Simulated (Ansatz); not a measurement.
## TiAl3 polymorphs, one row open

The calculation used DFT PBE, scalar-relativistic, plane waves, PAW in Ansatz 0.2.0. All cells share a 420 eV cutoff and Γ-centred k meshes spaced at most about 0.3 Å⁻¹ (about 0.25 or finer for metals, 2π included). No spin polarisation.

All energies are static (0 K, no zero-point motion). Rows are sorted by volume; energies count from the lowest form computed. Coordination counts all near atoms (those within 1.25 times the shortest distance at each site; a slash parts the counts of unlike sites). The table shows 6 of 7 forms computed.

| row | form | source | atoms | coordination | V (Å³/atom) | gap on mesh (eV) | ΔE (meV/atom) |
| --- | --- | --- | --- | --- | --- | --- | --- |
| 1 | Cu3Au (L1_2) type, Pm-3m | Materials Project | 4 | Ti 12, Al 12 | 15.8 | 0 | ? |
| 2 | I4/mmm | invented | 8 | Ti 12, Al 12 | 15.8 | 0 | 0 |
| 3 | Ni3Sn (D0_19) type, P6_3/mmc | invented | 8 | Ti 12, Al 12 | 15.9 | 0 | 85 |
| 4 | TiAl3 (D0_22) type, I4/mmm | Materials Project | 4 | Ti 12, Al 12 | 15.9 | 0 | 5 |
| 5 | Pmm2 | Materials Project | 4 | Ti 12, Al 12 | 16.3 | 0 | 162 |
| 6 | P4/mmm | invented | 4 | Ti 12, Al 6/9 | 18.2 | 0 | 345 |

The cell of row 1:

```
Ti Al
1.0
     3.97973    0.00000    0.00000
     0.00000    3.97973    0.00000
     0.00000    0.00000    3.97973
Ti Al
1 3
Cartesian
  0.0000 0.0000 0.0000
  1.9899 1.9899 0.0000
  1.9899 0.0000 1.9899
  0.0000 1.9899 1.9899
```

**Question.** How far above the lowest form does the open row lie?

**Answer.** 33 meV/atom, which puts it above row 4 and below row 3. Counting all near atoms, row 1 and the lowest form (row 2) both have Ti 12, Al 12. Shaken at random and relaxed again, this cell came back. Checks: no imaginary mode on a 2×2×2 q mesh.

The lowest form is an invented cell; the lowest one relaxed from a database has the TiAl3 (D0_22) type, space group I4/mmm (No. 139) and lies 5 meV/atom higher.

For metals, differences of a few meV/atom aren't resolved. Cells without such a test can be saddle points. Some types were kept out of the candidates beforehand, so the set may lack a known form.
